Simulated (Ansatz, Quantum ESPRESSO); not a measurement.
## The electronic dielectric constant of KBr, sorted by core time

```
Br K
1.0
     0.00000    3.30000    3.30000
     3.30000    0.00000    3.30000
     3.30000    3.30000    0.00000
Br K
1 1
Direct
  0.50000 0.50000 0.50000
  0.00000 0.00000 0.00000
```

```csv
rung,level,program and potentials,cutoff (eV),k mesh,task,spin,core time,chip,electronic dielectric constant,notes
LDA,LDA,"Ansatz, Ansatz PAW",420,7 × 7 × 7,Born charges and dielectric tensor,off,3 s,AMD EPYC 9R45 Zen 5,2.63,"potentials made for PBE, which Ansatz adapts in part"
meta-GGA,r2SCAN,"Ansatz, Ansatz PAW",500,7 × 7 × 7,Born charges and dielectric tensor,off,26 s,Arm Neoverse V1,2.45,"potentials made for PBE, which Ansatz adapts in part"
LDA,LDA,"Ansatz, Ansatz PAW",420,5 × 5 × 5,phonons,off,45 s,AMD EPYC 9R45 Zen 5,2.63,"potentials made for PBE, which Ansatz adapts in part"
GGA,PBE,"Ansatz, Ansatz PAW",420,5 × 5 × 5,phonons,off,48 s,AMD EPYC 9R45 Zen 5,2.55,-
LDA,LDA,"Quantum ESPRESSO, PseudoDojo 0.4.1 SR LDA standard",980,"4 × 4 × 4, shifted",phonon dispersion,off,8.7 min,Intel Xeon Platinum 8488C Sapphire Rapids,2.76,cell relaxed first (32.31 Å³/atom)
GGA,PBE,"Quantum ESPRESSO, PseudoDojo 0.4.1 SR PBE standard",1007,"4 × 4 × 4, shifted",phonon dispersion,off,11 min,Intel Xeon Platinum 8488C Sapphire Rapids,2.50,cell relaxed first (37.64 Å³/atom)
GGA,PBE,"Quantum ESPRESSO, PseudoDojo 0.4 FR PBE standard",1007,"6 × 6 × 6, shifted",dielectric tensor,"SOC, no magnetisation",23 min,Arm Neoverse V1,(a),-
```

Times are single runs on shared hosts and different chips, so they are rough; meshes, cutoffs and the tasks' sizes weigh on the time. The cell comes from a database and isn't always the measured one. Meshes differ between rows, which moves values too. All levels ran on this one cell, unrelaxed unless noted. Meshes are those of the run's cell of 2 atoms unless a note names another. Ansatz refines the mesh for the field response beyond the one shown. Runs on faulty files, with rough fits or with known faults for this quantity aren't shown.

Task: Estimate the value left out from the other rows.

Result: (a) 2.56.
